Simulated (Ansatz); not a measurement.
# HfN: one candidate of a structure search, part 1 of 2

Aim: relax a trial structure of HfN and see where it ends.

Method: DFT PBE, scalar-relativistic, plane waves, PAW, in Ansatz 0.2.0.

### Step 1. The system as given

Symmetry: P-6m2, No. 187, hexagonal system. Conventional cell: a = 3.060 Å, b = 3.060 Å, c = 2.987 Å, α = 90.00°, β = 90.00°, γ = 120.00°. Hf (site symmetry -6m2) has 6 N at 2.31 Å as nearest neighbours. N (site symmetry -6m2) has 6 Hf at 2.31 Å as nearest neighbours.

As a file:

```
CELL_PARAMETERS angstrom
3.06028 0.00000 0.00000
-1.53014 2.65028 0.00000
0.00000 0.00000 2.98668
ATOMIC_POSITIONS crystal
Hf 0.00000 0.00000 0.00000
N 0.66667 0.33333 0.50000
```

A structure generator made this guess: species swapped into a database cell of WC (P-6m2, No. 187), with Hf on the W sites and N on the C sites. Lengths come from tabulated atomic sizes and are only a guess.

### Step 2. Probe: one point on a coarse mesh

input.yaml

```yaml
crystal:
  lattice:
    - [3.06028063, 0.0, 0.0]
    - [-1.53014031, 2.65028077, 0.0]
    - [0.0, 0.0, 2.98668233]
  atoms:
    - { symbol: Hf, position: [0.0, 0.0, 0.0] }
    - { symbol: "N", position: [0.66666667, 0.33333333, 0.5] }
basis:
  ecutwfc: 420
kpoints:
  mp_grid: { grid: [6, 6, 6] }
hamiltonian:
  xc: pbe
scf:
  occupations: { method: gaussian, width: 0.1 }
  lower_state_search: "off"
output:
  forces: true
  stress: true
  eigenvalues: true
```

Launch:

```console
$ ansatz run input.yaml --threads 1 --pin off --max-ram 2560MiB --backend cpu --events-out ev --progress --plain --runs-dir out
```

Standard output, cut to the lines that bear on the results:

```text
[...]
SCF converged after 6 iterations
Free energy (F): -16107.870315 eV
[...]
E sigma→0 (E₀):  -16107.864611 eV
Entropy (-TS):   -0.011408 eV (-5.704 meV/atom)
Fermi energy:    21.429616 eV
[...]
--- Forces (eV/Å), atoms counted from 1 ---
  atom   1  Hf     0.00000000     0.00000000     0.00000000
  atom   2  N      0.00000000     0.00000000     0.00000000
[...]
--- Stress (GPa, compression-positive) ---
        6.445484       0.000000      -0.000000
       -0.000000       6.445484      -0.000000
       -0.000000      -0.000000     -14.922443
  P = ⅓ Tr σ = -0.6772 GPa (-6.772 kbar)
--- Band table (eV; the first three rows and the last of 28) ---
  k-point 0: bands = ["-40.2902", "-8.6750", "-8.6750", "-8.5935", "5.5068", "9.7491", "9.8448", "9.8448", "9.8557", "9.8742", "9.8742", "9.8941", "18.4232", "18.4232", "19.1563", "19.7599", "23.9932", "26.1845", "26.1845", "27.3803"]
[...]
```

It took 1.5 s on 1 thread of Arm Neoverse V1, shared host; peak memory 0.26 GiB.

The probe gives pressure -0.7 GPa, largest force 0.00 eV/Å, gap on this mesh none (metal). The relaxation goes to the converged mesh at once.

### Step 3. Final relaxation

input.yaml, as its differences from that of step 2:

```diff
@@ -11,3 +11,3 @@
 kpoints:
-  mp_grid: { grid: [6, 6, 6] }
+  mp_grid: { grid: [24, 24, 18] }
 hamiltonian:
@@ -16,3 +16,2 @@
   occupations: { method: gaussian, width: 0.1 }
-  lower_state_search: "off"
 output:
@@ -21 +20,10 @@
   eigenvalues: true
+  write_density: true
+  write_potential: true
+  elf: true
+  volumetric_format: npy
+relax:
+  adjacent_minimum: "off"
+  f_tol: 0.01
+  max_steps: 80
+  cell: { stress_tol: 0.05 }
```

Launch:

```console
$ ansatz run input.yaml --threads 1 --pin off --max-ram 2560MiB --backend cpu --events-out ev --progress --plain --runs-dir out
```

Standard output:

```text
Warning: RAYON_NUM_THREADS=1 ignored (pool sized by the plan → 1); use --threads N
Engine: ansatz 0.2.0, aarch64-unknown-linux-gnu
Pseudopotentials: kind: paw
Pseudopotential: Hf, paw, valence charge 26, recommended cutoff 420 eV (normal), Hf.paw.azcp
Pseudopotential: N, paw, valence charge 5, recommended cutoff 420 eV (normal), N.paw.azcp
Functional definition: PBE
  parameter kappa = 0.804
  parameter beta = 0.06672455060314922
  exchange = pbe_x(kappa = kappa, mu = beta*pi^2/3)
  correlation = pbe_c(beta = beta)
Crystal: 2 atoms, lattice volume = 24.224 Å³
Basis set: ecut = 420 eV, 465 PW (Γ), exchange–correlation on 48×48×40 points (8 copies of the dense FFT grid, shifted against one another)
Bands: 20, of which v1, the nominal top of the filled ones, is band 16 counted from 1 (15 counted from 0)
Symmetry: 12 space group operations
Space group: P-6m2 (ITA 187), of the structure as read, at distance tolerance 2.9e-5 Å
k-points: 610 of 10368 (time reversal used)
Non-local potential: Hf, projectors of the file, l = 0: 3, l = 1: 2, l = 2: 2, l = 3: 3
Non-local potential: N, projectors of the file, l = 0: 2, l = 1: 2, l = 2: 1
PAW form: soft (Blöchl's): semilocal exchange-correlation on the pseudo side does not see the compensation charge
PAW one-centre angular grid: Hf, 590 points (default); XC on 64 Gauss nodes
PAW one-centre angular grid: N, 110 points (default); XC on 64 Gauss nodes
Initial density: superposition of atomic densities (neutral atoms: chi_scale 0, normalization atom), corrected by the library's trained network
Initial wavefunctions: pseudopotential atomic-orbital guess
Functional: x = pbe(κ = 0.804, μ = 0.2195149727645171), c = pbe(β = 0.06672455060314922)
SCF iter   1: F=—  HF=-16107.897350 eV  |F-HF|=—  |Δ(HF+E_count)|=         —  Δρ=1.15e-2  dr2=3.24e-2  ethr=1.77e-3  ⟨swp⟩=4.9  Hψ=49157  notcnv=0
preconditioner: auto → none  [metal: Δε(μ)=0.002 eV  Ē_g=18.695 eV  σ=0.100 eV  W_gap=0.01  n_scr=8 (ndim 8)  ℏωp=40.6 eV  f_vac=0.000  D(μ)=1.73/eV (n_scr^D=20)  sad-step TF]
SCF iter   2: F=—  HF=-16107.893624 eV  |F-HF|=—  |Δ(HF+E_count)|=   3.73e-3  Δρ=7.59e-3  dr2=1.59e-2  ethr=1.04e-4  ⟨swp⟩=1.1  Hψ=17172  notcnv=0
SCF iter   3: F=—  HF=-16107.890350 eV  |F-HF|=—  |Δ(HF+E_count)|=   3.27e-3  Δρ=1.19e-3  dr2=3.74e-4  ethr=5.12e-5  ⟨swp⟩=2.4  Hψ=16635  notcnv=0
SCF iter   4: F=—  HF=-16107.890059 eV  |F-HF|=—  |Δ(HF+E_count)|=   2.91e-4  Δρ=6.45e-4  dr2=5.21e-5  ethr=1.21e-6  ⟨swp⟩=2.0  Hψ=21606  notcnv=0
SCF iter   5: F=—  HF=-16107.890007 eV  |F-HF|=—  |Δ(HF+E_count)|=   5.24e-5  Δρ=1.11e-4  dr2=1.16e-6  ethr=1.68e-7  ⟨swp⟩=2.0  Hψ=20726  notcnv=0
SCF iter   6: F=-16107.890008 eV  HF=-16107.890008 eV  |F-HF|=6.73e-10  |Δ(HF+E_count)|=   7.44e-7  Δρ=1.78e-5  dr2=4.21e-8  ethr=3.23e-10  ⟨swp⟩=10.7  Hψ=100172  notcnv=0
SCF 1 converged in 6 iterations: F = -16107.890008 eV  dr2 = 4.21e-8
  Residual-converged pass: ⟨swp⟩=1.0  Hψ=14661  notcnv=0  max |occ|·‖R‖ = 7.1e-9 eV (tolerance 1.0e-8 eV)  dr2=4.21e-8  dr2_onsite=3.66e-8  max |Δocc| = 9.7e-10
relax step   1: F+E_penalty+E_count = -16107.89000779 eV  Δ(F+E_penalty+E_count) = +0.000e0 eV  max|allowed force component| = 9.252e-17 eV/Å  Δτ_max = 0.0000 Å  P = -0.813 GPa  Ω = 24.224 Å³  (6 SCF iters, dr2 threshold 1.00e-7 eV, accepted)
Crystal: 2 atoms, lattice volume = 24.379 Å³
Initial density: handed on by an earlier stage of this run
Initial wavefunctions: those handed on with the density
iter 1 solved again at ethr=1.17e-4 eV; its pass at ethr=3.10e-3 eV (dr2=3.62e-2 eV) is discarded
SCF iter   1: F=—  HF=-16107.898988 eV  |F-HF|=—  |Δ(HF+E_count)|=         —  Δρ=1.24e-2  dr2=3.78e-2  ethr=1.17e-4  ⟨swp⟩=2.0  Hψ=83162  notcnv=0
preconditioner: auto → none  [metal: Δε(μ)=0.007 eV  Ē_g=18.665 eV  σ=0.100 eV  W_gap=0.04  n_scr=8 (ndim 8)  ℏωp=40.5 eV  f_vac=0.000  D(μ)=1.79/eV (n_scr^D=20)]
SCF iter   2: F=—  HF=-16107.886440 eV  |F-HF|=—  |Δ(HF+E_count)|=   1.25e-2  Δρ=4.05e-3  dr2=1.92e-3  ethr=1.17e-4  ⟨swp⟩=2.3  Hψ=20046  notcnv=0
SCF iter   3: F=—  HF=-16107.886169 eV  |F-HF|=—  |Δ(HF+E_count)|=   2.71e-4  Δρ=1.06e-3  dr2=5.55e-5  ethr=6.20e-6  ⟨swp⟩=2.1  Hψ=21321  notcnv=0
SCF iter   4: F=—  HF=-16107.886217 eV  |F-HF|=—  |Δ(HF+E_count)|=   4.75e-5  Δρ=3.04e-4  dr2=8.06e-6  ethr=1.79e-7  ⟨swp⟩=2.0  Hψ=21530  notcnv=0
SCF iter   5: F=—  HF=-16107.886211 eV  |F-HF|=—  |Δ(HF+E_count)|=   5.33e-6  Δρ=5.14e-5  dr2=2.84e-7  ethr=2.60e-8  ⟨swp⟩=2.1  Hψ=22148  notcnv=0
SCF iter   6: F=-16107.886211 eV  HF=-16107.886212 eV  |F-HF|=5.95e-8  |Δ(HF+E_count)|=   1.18e-7  Δρ=1.68e-5  dr2=5.89e-8  ethr=6.45e-10  ⟨swp⟩=12.1  Hψ=114186  notcnv=0
SCF 2 converged in 6 iterations: F = -16107.886211 eV  dr2 = 5.89e-8
  Residual-converged pass: ⟨swp⟩=1.0  Hψ=14648  notcnv=0  max |occ|·‖R‖ = 7.1e-9 eV (tolerance 1.0e-8 eV)  dr2=5.89e-8  dr2_onsite=1.91e-8  max |Δocc| = 5.4e-10
relax step   2: F+E_penalty+E_count = -16107.88621149 eV  Δ(F+E_penalty+E_count) = +3.796e-3 eV  max|allowed force component| = 1.850e-17 eV/Å  Δτ_max = 0.0000 Å  P = -0.229 GPa  Ω = 24.379 Å³  energy of the carried Pulay correction = -6.321e-4 eV  (6 SCF iters, dr2 threshold 2.00e-7 eV, rejected (line search))
Crystal: 2 atoms, lattice volume = 24.278 Å³
iter 1 solved again at ethr=3.60e-5 eV; its pass at ethr=3.10e-3 eV (dr2=1.12e-2 eV) is discarded
SCF iter   1: F=—  HF=-16107.931975 eV  |F-HF|=—  |Δ(HF+E_count)|=         —  Δρ=6.49e-3  dr2=1.06e-2  ethr=3.60e-5  ⟨swp⟩=2.0  Hψ=73172  notcnv=0
preconditioner: auto → none  [metal: Δε(μ)=0.009 eV  Ē_g=18.660 eV  σ=0.100 eV  W_gap=0.05  n_scr=8 (ndim 8)  ℏωp=40.6 eV  f_vac=0.000  D(μ)=1.78/eV (n_scr^D=20)]
SCF iter   2: F=—  HF=-16107.928458 eV  |F-HF|=—  |Δ(HF+E_count)|=   3.52e-3  Δρ=2.22e-3  dr2=6.51e-4  ethr=3.41e-5  ⟨swp⟩=2.4  Hψ=19228  notcnv=0
SCF iter   3: F=—  HF=-16107.928342 eV  |F-HF|=—  |Δ(HF+E_count)|=   1.16e-4  Δρ=5.46e-4  dr2=1.67e-5  ethr=2.10e-6  ⟨swp⟩=2.1  Hψ=20571  notcnv=0
SCF iter   4: F=—  HF=-16107.928355 eV  |F-HF|=—  |Δ(HF+E_count)|=   1.30e-5  Δρ=1.85e-4  dr2=2.85e-6  ethr=5.40e-8  ⟨swp⟩=2.0  Hψ=21492  notcnv=0
SCF iter   5: F=—  HF=-16107.928355 eV  |F-HF|=—  |Δ(HF+E_count)|=   6.24e-7  Δρ=2.68e-5  dr2=6.68e-8  ethr=9.19e-9  ⟨swp⟩=2.0  Hψ=21687  notcnv=0
SCF iter   6: F=—  HF=-16107.928355 eV  |F-HF|=—  |Δ(HF+E_count)|=   4.12e-8  Δρ=4.37e-6  dr2=3.58e-9  ethr=2.16e-10  ⟨swp⟩=2.0  Hψ=20569  notcnv=0
SCF iter   7: F=—  HF=-16107.928355 eV  |F-HF|=—  |Δ(HF+E_count)|=   1.28e-9  Δρ=1.21e-6  dr2=1.99e-10  ethr=1.16e-11  ⟨swp⟩=2.4  Hψ=20094  notcnv=0
SCF iter   8: F=-16107.928355 eV  HF=-16107.928355 eV  |F-HF|=3.64e-12  |Δ(HF+E_count)|=  6.91e-11  Δρ=1.41e-7  dr2=2.77e-12  ethr=1.00e-12  ⟨swp⟩=6.6  Hψ=64486  notcnv=0
SCF 3 converged in 8 iterations: F = -16107.928355 eV  dr2 = 2.77e-12
relax step   3: F+E_penalty+E_count = -16107.92835472 eV  Δ(F+E_penalty+E_count) = -3.835e-2 eV  max|allowed force component| = 2.313e-17 eV/Å  Δτ_max = 0.0000 Å  P = -0.506 GPa  Ω = 24.278 Å³  energy of the carried Pulay correction = -2.540e-4 eV  (8 SCF iters, accepted)
[... 14 lines left out ...]
relax step   4: F+E_penalty+E_count = -16107.92843951 eV  Δ(F+E_penalty+E_count) = -8.479e-5 eV  max|allowed force component| = 6.476e-17 eV/Å  Δτ_max = 0.0000 Å  P = -0.350 GPa  Ω = 24.262 Å³  energy of the carried Pulay correction = -2.120e-4 eV  (6 SCF iters, dr2 threshold 2.00e-7 eV, accepted)
[... 13 lines left out ...]
relax step   5: F+E_penalty+E_count = -16107.92857238 eV  Δ(F+E_penalty+E_count) = -1.329e-4 eV  max|allowed force component| = 2.776e-17 eV/Å  Δτ_max = 0.0000 Å  P = +0.001 GPa  Ω = 24.226 Å³  energy of the carried Pulay correction = -1.181e-4 eV  (6 SCF iters, dr2 threshold 2.00e-7 eV, accepted)
[... 11 lines left out ...]
relax step   6: F+E_penalty+E_count = -16107.92903301 eV  Δ(F+E_penalty+E_count) = -4.606e-4 eV  max|allowed force component| = 1.388e-17 eV/Å  Δτ_max = 0.0000 Å  P = +0.025 GPa  Ω = 24.226 Å³  stress off target by 9.07e-2 GPa  SCF on the basis re-selected at this cell (its energy is not comparable with the rows above)  (6 SCF iters)
[... 13 lines left out ...]
relax step   7: F+E_penalty+E_count = -16107.92902618 eV  Δ(F+E_penalty+E_count) = +6.829e-6 eV  max|allowed force component| = 8.327e-17 eV/Å  Δτ_max = 0.0000 Å  P = +0.001 GPa  Ω = 24.230 Å³  energy of the carried Pulay correction = -1.015e-5 eV  (6 SCF iters, accepted)
iter 1 solved again at ethr=8.89e-9 eV; its pass at ethr=3.10e-3 eV (dr2=2.76e-6 eV) is discarded
SCF iter   1: F=—  HF=-16107.929027 eV  |F-HF|=—  |Δ(HF+E_count)|=         —  Δρ=1.69e-6  dr2=9.92e-11  ethr=8.89e-9  ⟨swp⟩=3.6  Hψ=89041  notcnv=0
SCF iter   2: F=—  HF=-16107.929036 eV  |F-HF|=—  |Δ(HF+E_count)|=   8.80e-6  Δρ=8.19e-7  dr2=2.71e-11  ethr=1.00e-12  ⟨swp⟩=3.1  Hψ=28891  notcnv=0
iter 3 did not close the SCF: its close was put off for the readings that it lacked (scf_convergence_deferred on its scf_iter line)
SCF iter   3: F=-16107.929036 eV  HF=-16107.929036 eV  |F-HF|=1.64e-11  |Δ(HF+E_count)|=  3.82e-11  Δρ=4.23e-7  dr2=6.39e-12  ethr=1.00e-12  ⟨swp⟩=1.0  Hψ=12200  notcnv=0
iter 4 did not close the SCF: its close was put off for the readings that it lacked (scf_convergence_deferred on its scf_iter line)
SCF iter   4: F=-16107.929036 eV  HF=-16107.929036 eV  |F-HF|=7.28e-12  |Δ(HF+E_count)|=  2.36e-11  Δρ=5.49e-8  dr2=3.25e-13  ethr=1.00e-12  ⟨swp⟩=1.0  Hψ=12200  notcnv=0
iter 5 did not close the SCF: its close was put off for the readings that it lacked (scf_convergence_deferred on its scf_iter line)
SCF iter   5: F=-16107.929036 eV  HF=-16107.929036 eV  |F-HF|=1.82e-12  |Δ(HF+E_count)|=  5.46e-12  Δρ=1.47e-8  dr2=1.79e-14  ethr=1.00e-12  ⟨swp⟩=1.0  Hψ=12200  notcnv=0
iter 6 did not close the SCF: its close was put off for the readings that it lacked (scf_convergence_deferred on its scf_iter line)
SCF iter   6: F=-16107.929036 eV  HF=-16107.929036 eV  |F-HF|=0.00e0  |Δ(HF+E_count)|=  1.82e-12  Δρ=4.90e-9  dr2=2.58e-15  ethr=1.00e-12  ⟨swp⟩=1.0  Hψ=12200  notcnv=0
SCF iter   7: F=-16107.929036 eV  HF=-16107.929036 eV  |F-HF|=3.64e-12  |Δ(HF+E_count)|=    0.00e0  Δρ=1.44e-9  dr2=1.61e-16  ethr=1.00e-12  ⟨swp⟩=3.3  Hψ=43388  notcnv=0
SCF 8 converged in 7 iterations: F = -16107.929036 eV  dr2 = 1.61e-16
relax step   8: F+E_penalty+E_count = -16107.92903572 eV  Δ(F+E_penalty+E_count) = -9.543e-6 eV  max|allowed force component| = 6.476e-17 eV/Å  Δτ_max = 0.0000 Å  P = +0.001 GPa  Ω = 24.230 Å³  stress off target by 1.21e-3 GPa  SCF on the basis re-selected at this cell (its energy is not comparable with the rows above)  (7 SCF iters)
basis re-selected at this cell: Δ(F+E_penalty+E_count) = -9.543e-6 eV, ΔP = -0.000 GPa vs the last step (what re-selecting the basis moved, of the pressure what is left beyond the Pulay correction that the steps carried, after the strain that the cell walked since its last selection, with what the two solves' SCF thresholds leave and, on support functions, any second-order correction that the steps lacked; it is no measure of the basis error at this ecutwfc). This SCF's stress stands 1.21e-3 GPa from its target on what of the cell is left free (relax.cell.stress_tol is 5.00e-2 GPa) and its largest allowed force component is 6.48e-17 eV/Å (relax.f_tol is 1.00e-2 eV/Å): within both
SCF converged after 7 iterations
Free energy (F): -16107.929036 eV
Harris-Foulkes:  -16107.929036 eV  (|F-HF|=3.64e-12)
Internal energy: -16107.920205 eV  (E = F + TS)
E sigma→0 (E₀):  -16107.924620 eV
Entropy (-TS):   -0.008831 eV (-4.415 meV/atom)
Fermi energy:    21.580721 eV
--- Per-component energies (eV) ---
  E_band       = 142.848916
  E_kinetic    = 555.990350
  E_local      = -4937.821392  (includes V_loc(G=0)·N_el)
  E_nonlocal   = -1198.603631
  E_hartree    = 2331.704133
  E_xc         = -361.298399
  E_vxc        = -344.327912  (∫ρ·V_xc dr)
  E_paw        = -7054.681846  (= ΣΔE_a)
  E_vpaw       = 1404.203143  (= ΣTr[D̂ρ^β])
  E_aug_tail   = 0.000092  (compensation charges beyond the density's cutoff)
  E_ewald      = -5443.209512
  E_smearing   = -0.008831  (= −TS)
  E_closure    = -0.000000  (closes the sum)
  Σ components = -16107.929036   (vs F -16107.929036, Δ=0.00e0)
--- Forces (eV/Å), atoms counted from 1 ---
  atom   1  Hf     0.00000000    -0.00000000    -0.00000000
  atom   2  N      0.00000000    -0.00000000    -0.00000000
  max |Σ_I F_I| component: 2.41e-16 eV/Å
--- Stress (GPa, compression-positive) ---
        0.000691       0.000000       0.000000
        0.000000       0.000691      -0.000000
        0.000000      -0.000000       0.001213
  P = ⅓ Tr σ = 0.0009 GPa (0.009 kbar)
--- Band table (eV; the first three rows and the last of 610) ---
  k-point 0: bands = ["-40.2573", "-8.6848", "-8.6848", "-8.4899", "5.4649", "9.8020", "9.8825", "9.8825", "9.8947", "9.8947", "9.8947", "9.9322", "18.1581", "18.1581", "19.3230", "19.9938", "23.6659", "26.4073", "26.4073", "27.4911"]
  k-point 1: bands = ["-40.2554", "-8.6818", "-8.6818", "-8.5263", "5.5254", "9.8018", "9.8803", "9.8803", "9.8947", "9.8973", "9.8973", "9.9291", "18.1843", "18.1843", "18.8978", "20.3751", "23.7913", "26.0608", "26.0608", "27.7075"]
  k-point 2: bands = ["-40.2499", "-8.6730", "-8.6730", "-8.6296", "5.7011", "9.8010", "9.8750", "9.8750", "9.8948", "9.9036", "9.9036", "9.9212", "18.1845", "18.2600", "18.2600", "20.9975", "24.1303", "25.4191", "25.4191", "27.9542"]
  k-point 609: bands = ["-40.1303", "-9.3041", "-9.1675", "-9.1120", "7.1110", "9.8082", "9.8671", "9.8747", "9.8963", "9.9391", "9.9395", "10.0157", "15.0815", "16.4440", "18.9921", "22.4914", "26.9950", "27.8635", "29.4570", "29.7552"]
--- Relaxed structure (6 steps of the walk, 5 accepted, 2 SCFs on fresh bases) ---
  F+E_penalty+E_count = -16107.92903572 eV   max|allowed force component| = 6.476e-17 eV/Å   (the final SCF, on the basis selected at the relaxed cell)
  cell:  # Å, volume = 24.2298 Å³
    - [3.100230560891192, -2.9244358991018475e-9, 2.036984299669045e-34]
    - [-1.55011527791296, 2.6848784247828688, 8.925946836245427e-35]
    - [1.9879957932363627e-34, 2.153662109339393e-34, 2.910928777036667]
  atoms:
    - { symbol: Hf, position: [1.8503717008154225e-17, -1.8503717008154222e-17, 1.4836824602749686e-67] }
    - { symbol: N, position: [0.6666666666666666, 0.33333333333333326, 0.5000000000000001] }
```

It took 4.9 min on 1 thread of Arm Neoverse V1, shared host; peak memory 0.59 GiB.

The steps of the relaxation:

| step | E - E(step 1) (eV/cell) | largest force component (eV/Å) | pressure (GPa) | volume (Å³) |
| --- | --- | --- | --- | --- |
| 1 | 0.0000 | 0.0000 | -0.81 | 24.22 |
| 2 | 0.0038 | 0.0000 | -0.23 | 24.38 |
| 3 | -0.0383 | 0.0000 | -0.51 | 24.28 |
| 4 | -0.0384 | 0.0000 | -0.35 | 24.26 |
| 5 | -0.0386 | 0.0000 | 0.00 | 24.23 |
| 6 | -0.0390 | 0.0000 | 0.03 | 24.23 |
| 7 | -0.0390 | 0.0000 | 0.00 | 24.23 |
| 8 | -0.0390 | 0.0000 | 0.00 | 24.23 |

Step 1 is the start. Steps 6, 8 each repeat the geometry before them on a plane-wave basis chosen anew, so the energy can jump there without any move. Step 2 was tried and not accepted.

|  | before | after | change |
| --- | --- | --- | --- |
| a (Å) | 3.060 | 3.100 | +1.3 % |
| b (Å) | 3.060 | 3.100 | +1.3 % |
| c (Å) | 2.987 | 2.911 | -2.5 % |
| volume (Å³/atom) | 12.11 | 12.11 | 0.0 % |
| shortest distance (Å) | 2.313 | 2.307 | -0.3 % |
| space group (0.01 Å) | P-6m2 | P-6m2 | same |

Forces and stress were held to the start's 12 operations: a distortion of lower symmetry was not tested.

Density in a lattice plane of the grid's cell (edges 3.10 and 2.91 Å, at 0.333 of the third edge), which holds N.

Values in e/Å³, 12 rows by 12 columns:
```
0.56 0.96 1.15 0.91 0.52 0.31 0.26 0.26 0.27 0.26 0.26 0.33
0.40 0.57 0.65 0.54 0.38 0.33 0.37 0.45 0.48 0.45 0.37 0.34
0.31 0.30 0.31 0.29 0.31 0.41 0.63 0.90 1.03 0.91 0.63 0.41
0.31 0.21 0.19 0.21 0.32 0.58 1.11 1.86 2.24 1.88 1.12 0.58
0.35 0.21 0.17 0.20 0.37 0.79 1.74 2.96 3.37 3.03 1.77 0.79
0.36 0.21 0.16 0.20 0.39 0.89 2.05 3.29 3.56 3.41 2.06 0.89
0.35 0.21 0.17 0.20 0.37 0.79 1.74 2.96 3.37 3.03 1.77 0.79
0.31 0.21 0.19 0.21 0.32 0.58 1.11 1.86 2.24 1.88 1.12 0.58
0.31 0.30 0.31 0.29 0.31 0.41 0.63 0.90 1.03 0.91 0.63 0.41
0.40 0.57 0.65 0.54 0.38 0.33 0.37 0.45 0.48 0.45 0.37 0.34
0.56 0.96 1.15 0.91 0.52 0.31 0.26 0.26 0.27 0.26 0.26 0.33
0.67 1.20 1.45 1.14 0.61 0.32 0.22 0.21 0.21 0.21 0.23 0.35
```
Columns run along the first of these edges and rows up along the second, over one cell in 12 and 12 even steps from the bottom left corner. Atoms in the plane (fractional): N at (0.67, 0.50).

ELF in the same plane.

Ten even steps from ' ' (0.07) to '@' (0.81):
```
::--==========::....      ................    ..
..::::------::::..    ..::----====----::::......
  ....::::......    ..::==++**********++==::....
                  ..--++**##%%@@@@%%%%##**++--..
..              ..--++##@@@@@@@@@@@@@@@@%%##++--
--..          ..--++##@@@@@@@@@@@@@@@@@@@@@@##++
++::..      ..::++##%%@@@@@@##**++**##@@@@@@%%##
**--::    ....--**%%@@@@@@##++::::--++##@@@@@@%%
**==::    ..::==**%%@@@@@@##==..  ..==##@@@@@@%%
**--::    ....--**%%@@@@@@##++::::--++##@@@@@@%%
++::..      ..::++##%%@@@@@@##**++**##@@@@@@%%##
--..          ..--++##@@@@@@@@@@@@@@@@@@@@@@##++
..              ..--++##@@@@@@@@@@@@@@@@%%##++--
                  ..--++**##%%@@@@%%%%##**++--..
  ....::::......    ..::==++**********++==::....
..::::------::::..    ..::----====----::::......
::--==========::....      ................    ..
::--==++++++==--::..        ..........        ..
```
Columns run along the first of these edges and rows up along the second, over one cell in 24 and 18 even steps from the bottom left corner. Atoms in the plane (fractional): N at (0.67, 0.50).

Both are smooth fields of the valence electrons: close to the nuclei they are not physical.

The highest ELF values outside the cores: 0.83 in the shell around N, 0.6 Å from N; 0.48 between the atoms, 1.7 Å from Hf.

(Continued in part 2 of 2.)
